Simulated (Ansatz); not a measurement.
Crystal: FePt (Tetraferroplatinum).

```
Pt Fe
1.0
     2.72350    0.00000    0.00000
     0.00000    2.72350    0.00000
     0.00000    0.00000    3.72000
Pt Fe
1 1
Direct
  0.50000 0.50000 0.50000
  0.00000 0.00000 0.00000
```

| Property | Result |
| --- | --- |
| Program | Ansatz 0.2.0 |
| Task | relaxation of cell and atoms |
| Functional | HSE06 |
| Potentials or basis | Ansatz PAW |
| Cutoff | 420 eV (not typed: the program's choice for these potentials) |
| k mesh | 5 × 5 × 4 |
| Occupations | fermi-dirac, width 0.05 eV |
| Spin | collinear spin, ferromagnetic start |
| Starting moments | [0.0, 3.0] μB |

At the start: volume 13.80 Å³/atom.

Q: How do energy, volume and symmetry change on relaxing?

A: It ends after 7 steps and the volume is 14.19 Å³/atom (+2.8 %); space group P4/mmm (No. 123, to 0.05 Å); moment 3.90 μB per cell.

Step by step:
| step | energy change (eV) | largest force (eV/Å) | volume (Å³) |
| --- | --- | --- | --- |
| 1 | 0.0000 | 0.0000 | 27.59 |
| 2 | -0.0194 | 0.0000 | 28.91 |
| 3 | -0.0300 | 0.0000 | 28.43 |
| 4 | -0.0302 | 0.0000 | 28.38 |
| 5 | -0.0309 | 0.0000 | 28.38 |
| 6 | -0.0309 | 0.0000 | 28.38 |
| 7 | -0.0309 | 0.0000 | 28.38 |

Final structure:
```
Pt Fe
1.0
     2.77928    0.00000    0.00000
     0.00000    2.77928    0.00000
     0.00000    0.00000    3.67358
Pt Fe
1 1
Direct
  0.50000 0.50000 0.50000
  0.00000 0.00000 0.00000
```

Caveat: the k mesh is coarse (spacing up to 0.46 Å⁻¹), so the values aren't converged, least of all with exact exchange; the magnetic or orbital state may not be the lowest; the plane-wave basis is chosen anew once the cell has moved, so the energies of steps on either side of that aren't comparable; the PAW data sets come from PBE, with cores solved anew for the run's functional, which leaves a small shift of forces and pressure.
